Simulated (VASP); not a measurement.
Wanted: the native input for a VASP 6.6.1 run.

```yaml
Task: single point
Functional: PBE
Potentials_or_basis: VASP PAW PBE potentials, release 64 (As_GW)
Cutoff: 400 eV
k_mesh: 4 × 4 × 4
Occupations: gaussian, width 0.02 eV
Spin: no spin polarisation
Further_INCAR_settings: ALGO = Fast; EDIFF = 1e-06; NBANDS = 8
```

The structure of As lies in POSCAR:

```
As
1.0
    2.7036817444      0.0000000000      0.0000000000
    0.0000000000      2.7036817444      0.0000000000
    0.0000000000      0.0000000000      2.7036817444
As
1
Direct
    0.5000000000      0.5000000000      0.5000000000
```

This isn't the form of As at room conditions, which is rhombohedral.

The input as run:

INCAR

```
SYSTEM = As
PREC = Accurate ; ENCUT = 400
EDIFF = 1E-6 ; ISMEAR = 0
SIGMA = 0.02 ; LREAL = .False.
LASPH = .True. ; NELM = 60
ALGO = Fast ; ISIF = 2
LWAVE = .False. ; LCHARG = .True.
GGA = PE ; LELF = .True.
LVHAR = .True. ; NBANDS = 8
```

KPOINTS

```
regular mesh
0
Gamma
  4 4 4
  0 0 0
```

Potentials or basis: VASP PAW PBE potentials, release 64 (As_GW).

Command:

```console
$ cat potpaw_PBE.64/As_GW/POTCAR > POTCAR
$ mpirun -np 1 vasp_std > vasp.out
```

Results of the run:

```yaml
Pressure: 0.9 GPa
Band_gap_on_the_k_mesh: none (metal or under the smearing width)
```

Caveat: the k mesh is coarse (spacing up to 0.58 Å⁻¹), so the values aren't converged.

It took 1.5 s on 1 thread of Intel(R) Xeon(R) 6975P-C (Granite Rapids) (shared host), peak memory 0.11 GiB.
